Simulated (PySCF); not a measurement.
Imidazole, C3H4N2.
Numbering: `[cH:1]1[cH:2][nH:3][cH:4][n:5]1` (hydrogens: H6 on C1; H7 on C2; H8 on N3; H9 on C4)

The geometry is computed with GFN2-xTB (gas phase).

What internal coordinates does the optimisation give?

```csv
bond,length (pm)
C1–C2,136.4
C2–N3,136.7
N3–C4,135.5
C4–N5,130.1
C1–N5,135.9
C1–H6,107.1
C2–H7,107.0
N3–H8,100.7
C4–H9,107.2
```

A selection of angles:
```csv
angle,degrees
C2–C1–N5,110.1
C2–C1–H6,129.0
N5–C1–H6,120.9
C1–C2–N3,105.6
C1–C2–H7,132.0
N3–C2–H7,122.4
C2–N3–C4,106.6
C2–N3–H8,126.2
C4–N3–H8,127.2
N3–C4–N5,111.8
N3–C4–H9,123.2
N5–C4–H9,125.0
C1–N5–C4,105.8
```

The 5 heavy atoms lie in one plane (0.000 Å rms). N5 (pyridine-type nitrogen) is bent (angle 105.8°). The C–N distances run from 1.301 Å (C4–N5, aromatic) to 1.367 Å (C2–N3, aromatic), a spread of 0.066 Å. N3 (pyrrole-type nitrogen) is planar (angles 127.2°, 126.2° and 106.6°, sum 360.0°, 0.00 Å off the plane of its three neighbours). The 5-membered ring C1–C2–N3–C4–N5 has internal angles of 105.6° to 111.8°; it is planar, 0.00 Å rms from its mean plane, widest ring torsion 0°.

Point group: Cs (tolerance 0.08 Å). Whether it is a minimum is left open (no frequencies).
